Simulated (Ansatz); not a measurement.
Crystal: HfO2.

```
Hf O
1.0
     5.08032    0.00000    0.00000
     0.00000    5.16487    0.00000
     0.00000    0.00000    4.89088
Hf O
4 8
Cartesian
  1.1308 4.0379 1.3307
  3.6710 3.7094 3.5602
  3.9495 1.1270 1.3307
  1.4093 1.4555 3.5602
  0.9491 0.8452 0.5113
  3.4892 1.7372 4.3796
  4.1312 4.3196 0.5113
  1.5911 3.4277 4.3796
  0.0000 2.5824 2.3919
  2.5402 0.0000 2.4990
  0.0000 0.0000 2.8153
  2.5402 2.5824 2.0756
```

The cell comes from a database or a generator and needn't be the stable form of this composition.

| Property | Result |
| --- | --- |
| Program | Ansatz 0.2.0 |
| Task | relaxation of cell and atoms |
| Functional | PBE |
| Potentials or basis | Ansatz PAW |
| Cutoff | 420 eV (not typed: the program's choice for these potentials) |
| k mesh | 5 × 5 × 6 |
| Occupations | fermi-dirac, width 0.05 eV |
| Spin | no spin polarisation |

At the start: volume 10.69 Å³/atom.

Task: Where does the relaxation end?

Result: It ends after 16 steps and the volume is 11.15 Å³/atom (+4.3 %); space group P2_12_12 (No. 18, to 0.05 Å).

The path:
```csv
step,energy change (eV),largest force (eV/Å),volume (Å³)
1,0.0000,0.1840,128.33
2,-0.0984,0.1635,134.55
3,-0.1169,0.0768,133.30
4,-0.1186,0.0130,133.24
5,-0.1186,0.0157,133.26
6,-0.1188,0.0128,133.30
7,-0.1189,0.0164,133.30
8,-0.1188,0.0042,133.38
9,-0.1189,0.0026,133.39
10,-0.1189,0.0075,133.41
11,-0.1187,0.0017,133.44
12,-0.1517,0.0040,133.44
13,-0.1491,0.0275,133.96
14,-0.1505,0.0194,133.79
15,-0.1505,0.0019,133.81
16,-0.1521,0.0022,133.81
```

Final structure:
```
Hf O
1.0
     5.09619    0.00000    0.00000
     0.00000    5.27440    0.00000
     0.00000    0.00000    4.97828
Hf O
4 8
Direct
  0.23044 0.78220 0.27202
  0.73044 0.71780 0.72798
  0.76956 0.21780 0.27202
  0.26956 0.28220 0.72798
  0.20848 0.14694 0.10038
  0.70848 0.35306 0.89962
  0.79152 0.85306 0.10038
  0.29152 0.64694 0.89962
  0.00000 0.50000 0.47284
  0.50000 0.00000 0.52716
  0.00000 0.00000 0.56884
  0.50000 0.50000 0.43116
```

Caveat: the plane-wave basis is chosen anew once the cell has moved, so the energies of steps on either side of that aren't comparable; the pressure holds a Pulay correction of +0.8 GPa for the finite cutoff.
